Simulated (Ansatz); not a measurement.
A (001) slab of relaxed bulk Al (Fm-3m, 16.19 Å³/atom, gap on the mesh 0.00 eV), 3 planes in a 3×3 cell with the lowest 1 held; added atoms sit on lattice sites of the next plane. A dipole correction is on. The surface energy is the mean of the held and the free face; step energies are per length and the mean of the stripe's two steps, which run along the shortest translation of the plane; step and island energies count from the flat slab and bulk atoms.

Method: DFT PBEsol, scalar-relativistic, plane waves, PAW (Ansatz 0.2.0).

Cutoff 420 eV, Gaussian smearing of 0.10 eV, energies at zero smearing, symmetry of each start kept, no spin polarisation.

| start | atoms | k mesh | surface energy (J/m²) | gap on the mesh (eV) | island energy (eV) |
| --- | --- | --- | --- | --- | --- |
| flat slab | 27 | 4×4×1 | 1.13 | 0 | - |
| island of 1 atom | 28 | 4×4×1 | - | 0 | 0.53 |

Small energy differences in metals hang on the k mesh (about 10 mJ/m² or 1 to 2 meV/atom on the mesh of the relaxation).

Cost: 2 runs of about 5.3 core-minutes in all, on Intel Xeon Platinum 8488C (Sapphire Rapids) (shared hosts).